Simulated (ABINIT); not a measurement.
Wanted: the native input for an ABINIT 10.8.3 (patched build) run.

- Task: single point
- Functional: LDA
- Potentials or basis: JTH PAW LDA v2.0
- Cutoff: 544 eV
- k mesh: 4 × 4 × 4
- Occupations: fermi-dirac, width 0.05 eV
- Spin: collinear spin, ferromagnetic start
- Starting moments: [4.0, 0.0] μB
- Fine-grid cutoff: 1088.46 eV

MnS:

```xyz
2
Lattice="0.0000 2.4735 2.4735 2.4735 0.0000 2.4735 2.4735 2.4735 0.0000" Properties=species:S:1:pos:R:3 pbc="T T T"
Mn    0.0000    0.0000    0.0000
S     3.7102    3.7102    3.7102
```

The cell is a database's computed one.

These files were run (other wordings do the same):

run.abi

```
# Pseudopotentials
pp_dirpath "./"
pseudos "Mn.LDA_PW-JTH.xml, S.LDA_PW-JTH.xml"

# Structure
acell 3*1.0 Angstrom
rprim
     0.0000000000     2.4734634191     2.4734634191
     2.4734634191     0.0000000000     2.4734634191
     2.4734634191     2.4734634191     0.0000000000
ntypat 2
znucl 25 16
natom 2
typat 1 2
xred
     0.0000000000     0.0000000000     0.0000000000
     0.7500000000     0.7500000000     0.7500000000

# Plane-wave basis
ecut 20.0
pawecutdg 40.0

# k points
kptopt 1
ngkpt 4 4 4
nshiftk 1
shiftk 0.0 0.0 0.0

# Exchange and correlation
ixc 7

# Bands and occupations
nband 16
occopt 3
tsmear 0.05 eV

# Spin
nsppol 2
spinat
     0.0000000000     0.0000000000     4.0000000000
     0.0000000000     0.0000000000     0.0000000000

# SCF cycle
nstep 100
tolvrs 1.0e-9

# Output
iomode 3
prtwf 0
prtden 0
prteig 0
prtebands 0
enunit 2
```

Potentials or basis: JTH PAW LDA v2.0.

Launch:

```sh
$ abinit run.abi > log 2>&1
```

Results of the run:

```json
{"Band gap on the k mesh": "none (metal or under the smearing width)", "Net moment": "0.07 μB per cell", "Site moments": "Mn +0.07; S -0.00 μB", "Valence electrons inside the program's atomic spheres": "Mn 13.52; S 3.68"}
```

Caveat: the k mesh is coarse (spacing up to 0.55 Å⁻¹), so the values aren't converged; the moment fell far below its start of 4 μB, so a state of higher moment may lie lower in energy; semilocal functionals often make such compounds metallic where correlation or magnetic order opens a gap, which also shifts bond lengths.

Run time: 15 s on 1 thread of Arm Neoverse V1, with other jobs on the host, peak memory 0.11 GiB.
